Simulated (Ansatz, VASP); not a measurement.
# One calculation of TaN, two programs

The input INCAR:

```
ALGO = Normal
EDIFF = 1E-7
ENCUT = 520
GGA = PS
ISIF = 2
ISMEAR = 0
LASPH = T
LCHARG = F
LREAL = F
LWAVE = F
NBANDS = 15
NELM = 60
PREC = Accurate
SIGMA = 0.15
```

File KPOINTS:

```
k-points
0
Gamma
  18 18 18
```

POSCAR

```
TaN
1.0
    0.0000000000      2.1136300000      2.1790000000
    2.1136300000      0.0000000000      2.1790000000
    2.1136300000      2.1136300000      0.0000000000
Ta N
1 1
Direct
    0.5000000000      0.5000000000      0.5000000000
    0.0000000000      0.0000000000      0.0000000000
```

Input for Ansatz:

```yaml
crystal:
  lattice:
    - [0.0, 2.11363, 2.179]
    - [2.11363, 0.0, 2.179]
    - [2.11363, 2.11363, 0.0]
  atoms:
    - { symbol: Ta, position: [0.5, 0.5, 0.5] }
    - { symbol: "N", position: [0.0, 0.0, 0.0] }
basis:
  ecutwfc: 420
kpoints:
  mp_grid: { grid: [18, 18, 18] }
hamiltonian:
  xc: pbesol
scf:
  occupations: { method: gaussian, width: 0.15 }
output:
  forces: true
  stress: true
  eigenvalues: true
```

Change from the starting cell: strain -0.0300 x Voigt [1, 1, 0, 0, 0, 0], atoms carried along.

Alike in both runs: task single point; functional PBEsol; k mesh 18 × 18 × 18; occupations gaussian, width 0.15 eV; no spin polarisation.

|  | VASP | Ansatz |
| --- | --- | --- |
| version | VASP 6.6.1 | Ansatz 0.2.0 |
| potentials or method | VASP PAW PBE potentials, release 64 (Ta_pv, N) | scalar-relativistic, plane waves, PAW |
| plane-wave cutoff (eV) | 520 | 420 |
| valence electrons in the cell | 16 | 18 |

```tsv
	VASP	Ansatz	Ansatz less VASP
gap on the k mesh at the Fermi level (eV)	none	none	-
pressure (GPa)	33.1	31.6	-1.49
largest component of the traceless stress (GPa)	17.51	17.37	-0.132
```

A gap of «none» marks a metal or a gap that the smearing closes. The two sets of potentials don't hold the same shells in valence.

Caveats: so large a pressure means that the cell lies far from this level's equilibrium, or that cutoff or potentials fall short (VASP); the potentials were made for another functional, which shifts forces and pressure (VASP). The runs have no spin-orbit coupling, so splittings on Ta are missing.
